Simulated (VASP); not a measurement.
Set up this calculation in VASP 6.6.1, as the native input.

| Item | Value |
| --- | --- |
| Task | single point |
| Functional | LDA |
| Potentials or basis | VASP PAW LDA potentials, release 64 (Ta_pv) |
| Cutoff | 520 eV |
| k mesh | 22 × 22 × 22 |
| Occupations | gaussian, width 0.15 eV |
| Spin | no spin polarisation |
| Dipole correction | no |
| Further INCAR settings | ALGO = Fast; EDIFF = 1e-07; NBANDS = 12 |

The structure of Ta lies in POSCAR:

```
Ta
1.0
   -1.4503197089      1.6575082387      1.6575082387
    1.6575082387     -1.4503197089      1.6575082387
    1.6575082387      1.6575082387     -1.4503197089
Ta
1
Direct
    0.0000000000      0.0000000000      0.0000000000
```

This isn't the form of Ta at room conditions, which is bcc.

The input as run:

INCAR

```
SYSTEM = Ta
PREC = Accurate
ENCUT = 520
EDIFF = 1E-7
ISMEAR = 0
SIGMA = 0.15
LREAL = .FALSE.
LASPH = .TRUE.
NELM = 100
ALGO = Fast
ISIF = 2
LWAVE = .FALSE.
LCHARG = .TRUE.
GGA = CA
LELF = .TRUE.
LVHAR = .TRUE.
NBANDS = 12
```

KPOINTS

```
Automatic mesh
0
G
  22 22 22
  0 0 0
```

Potentials or basis: VASP PAW LDA potentials, release 64 (Ta_pv).

The run is started by

```console
$ cat potpaw_LDA.64/Ta_pv/POTCAR > POTCAR
$ mpirun -np 1 vasp_std > vasp.out
```

Results of the run:

```
Pressure               : -5.7 GPa
Band gap on the k mesh : none (metal or under the smearing width)
```

Run time: 67 s on 1 thread of Intel(R) Xeon(R) 6975P-C (Granite Rapids) (shared host), peak memory 0.31 GiB.
